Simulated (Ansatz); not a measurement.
# Hf3N3O: the cost of one run

Program: Ansatz 0.2.0. Level of theory: DFT PBEsol, scalar-relativistic, plane waves, PAW. These are calculated values, not measurements.

5 further runs of the same task are left out: 2 that didn't finish, 3 set aside as unsound or not needed.

### 1 Starting point

The structure is trigonal, space group P3m1 (No. 156). Conventional cell: a = 3.183 Å, b = 3.183 Å, c = 23.497 Å, α = 90.00°, β = 90.00°, γ = 120.00°. N (site symmetry 3m) is surrounded by 3 Hf at 2.25 Å. Hf (site symmetry 3m) has 6 N at 2.25 Å as nearest neighbours. Around N (site symmetry 3m) lie 6 Hf at 2.25 to 2.28 Å. Hf (site symmetry 3m) is surrounded by 6 N at 2.23 to 2.28 Å. Around N (site symmetry 3m) lie 6 Hf at 2.23 to 2.24 Å. Hf (site symmetry 3m) has 3 N at 2.24 Å as nearest neighbours.

As a file:

```
N Hf
1.0
     3.18308    0.00000    0.00000
    -1.59154    2.75663    0.00000
     0.00000    0.00000   23.49743
N Hf
3 3
Cartesian
  0.0000 1.8378 8.5000
  0.0000 0.0000 11.0990
  1.5915 0.9189 13.6978
  1.5915 0.9189 9.7995
  0.0000 1.8378 12.4433
  0.0000 0.0000 14.9786
```

Planes are indexed in the bulk's conventional cell (Fm-3m (No. 225)), a = 4.502 Å, b = 4.502 Å, c = 4.502 Å, α = 90.00°, β = 90.00°, γ = 90.00°.

This (111) slab, 6.5 Å thick as cut, with 17 Å of vacuum; its outer planes are Hf (top) and N (bottom), was relaxed beforehand with its lower half held: -47935.6575 eV, work function 4.63 eV (top face), 8.42 eV (bottom face), dipole along +c 0.183 e·Å per cell.

### 2 O at the top (Hf) site

The input, input.yaml:

```yaml
crystal:
  lattice:
    - [3.1830776025, 0.0, 0.0]
    - [-1.5915388013, 2.756626066, 0.0]
    - [0.0, 0.0, 25.4974299482]
  atoms:
    - { symbol: "N", position: [0.3333333333, 0.6666666667, 0.3333669321] }
    - { symbol: Hf, position: [0.6666666667, 0.3333333333, 0.3843323037] }
    - { symbol: "N", position: [0.0, 0.0, 0.4352976751] }
    - { symbol: Hf, position: [0.3333333333, 0.6666666667, 0.4880225877] }
    - { symbol: "N", position: [0.6666666667, 0.3333333333, 0.5372239459] }
    - { symbol: Hf, position: [0.0, 0.0, 0.5874557383] }
    - { symbol: O, position: [0.0, 0.0, 0.6823672648] }
basis:
  ecutwfc: 420
kpoints:
  mp_grid: { grid: [9, 9, 1] }
hamiltonian:
  xc: pbesol
scf:
  occupations: { method: gaussian, width: 0.1 }
output:
  forces: true
  eigenvalues: true
  write_density: true
  write_potential: true
  elf: true
  volumetric_format: npy
relax:
  adjacent_minimum: "off"
  f_tol: 0.03
  max_steps: 70
  constraints: [{ sites: [0, 1, 2] }]
efield:
  axis: 3
  dipole_correction: true
  ramp_width: 0.04
```

Command:

```sh
$ ansatz run input.yaml --threads 1 --pin off --max-ram 2560MiB --backend cpu --events-out ev --progress --plain --runs-dir out
```

Q: Estimate wall time and peak memory on 1 thread of Intel Xeon Platinum 8488C (Sapphire Rapids), shared host.

About 2.2 min, with a peak of 0.57 GiB.
